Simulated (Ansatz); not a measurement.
Zinc-blende InN (metastable phase) was calculated with RPBE (plane waves, PAW; Ansatz, a program for electronic structure).

Numerical settings: plane-wave cutoff 520 eV, 12×12×12 k mesh, Fermi–Dirac smearing 0.01 eV, scalar-relativistic PAW data made under PBE.

Cell (relaxed at this level):

```cif
data_InN
_chemical_formula_sum 'In1 N1'
_space_group_name_H-M_alt 'P 1'
_space_group_IT_number 1
_cell_length_a 3.60022
_cell_length_b 3.60022
_cell_length_c 3.60022
_cell_angle_alpha 60.000
_cell_angle_beta 60.000
_cell_angle_gamma 60.000
loop_
_space_group_symop_operation_xyz
  'x, y, z'
loop_
_atom_site_label
_atom_site_type_symbol
_atom_site_fract_x
_atom_site_fract_y
_atom_site_fract_z
_atom_site_occupancy
In1 In 0.00000 0.00000 0.00000 1
N1 N 0.25000 0.25000 0.25000 1
```

Q: Predict the bulk modulus B0 and pressure derivative B′ of the bulk modulus.

A: 
bulk modulus B0: 112 GPa
pressure derivative B′ of the bulk modulus: 4.7

The run finds no gap.

Note: the gap of the solid is closed in this run; this level leaves the solid without a gap, although one is measured.

Spin–orbit coupling is not included; it can open a gap where bands touch, and shift volumes and moduli.

Static lattice: no zero-point or thermal effects.

The result took about 50 core-seconds (a rough figure).
